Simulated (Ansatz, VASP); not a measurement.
## One calculation of W, two programs

The input INCAR:

```
PREC = Accurate ; ENCUT = 520
EDIFF = 1E-6 ; ISMEAR = -1
SIGMA = 0.05 ; LREAL = False
LASPH = True ; NELM = 80
ALGO = Normal ; ISIF = 2
LWAVE = False ; LCHARG = False
GGA = PE ; NBANDS = 13
```

KPOINTS

```
Automatic mesh
0
Gamma
  14 14 14
```

File POSCAR:

```
W
1.0
    0.0000000000      2.0698140295      2.0698140295
    2.0698140295      0.0000000000      2.0698140295
    2.0698140295      2.0698140295      0.0000000000
W
1
Direct
    0.0000000000      0.0000000000      0.0000000000
```

Input for Ansatz:

```yaml
crystal:
  lattice:
    - [0.0, 2.0698140295, 2.0698140295]
    - [2.0698140295, 0.0, 2.0698140295]
    - [2.0698140295, 2.0698140295, 0.0]
  atoms:
    - { symbol: W, position: [0.0, 0.0, 0.0] }
kpoints:
  mp_grid: { grid: [14, 14, 14] }
  band_path:
    path:
      - [0.0, 0.0, 0.0]
      - [0.5, 0.0, 0.5]
      - [0.625, 0.25, 0.625]
      - [0.375, 0.375, 0.75]
      - [0.0, 0.0, 0.0]
      - [0.5, 0.5, 0.5]
      - [0.5, 0.25, 0.75]
      - [0.5, 0.0, 0.5]
    npoints: 5
scf:
  occupations: { method: fermi_dirac, width: 0.05 }
hamiltonian:
  xc: pbe
  pseudopotentials: { kind: all_electron, lapw: { basis_error: 0.00025 } }
output:
  forces: true
  stress: true
  eigenvalues: true
```

Change from the starting cell: volume scaled by 1.06.

Alike in both runs: task single point; functional PBE; k mesh 14 × 14 × 14; occupations fermi-dirac, width 0.05 eV; no spin polarisation.

```csv
,VASP,Ansatz
version,VASP 6.6.1,Ansatz 0.2.0
potentials or method,"VASP PAW PBE potentials, release 64 (W_sv)","all-electron LAPW, scalar-relativistic"
plane-wave cutoff (eV),520,see its input
```

|  | VASP | Ansatz | Ansatz less VASP |
| --- | --- | --- | --- |
| pressure (GPa) | -18.0 | -18.1 | -0.14 |

Ansatz ran all-electron here, so the differences hold the error of VASP's frozen core and of both bases.

Caveats: so large a pressure means that the cell lies far from this level's equilibrium, or that cutoff or potentials fall short (VASP). Spin-orbit coupling is left out, which matters for the levels of W.
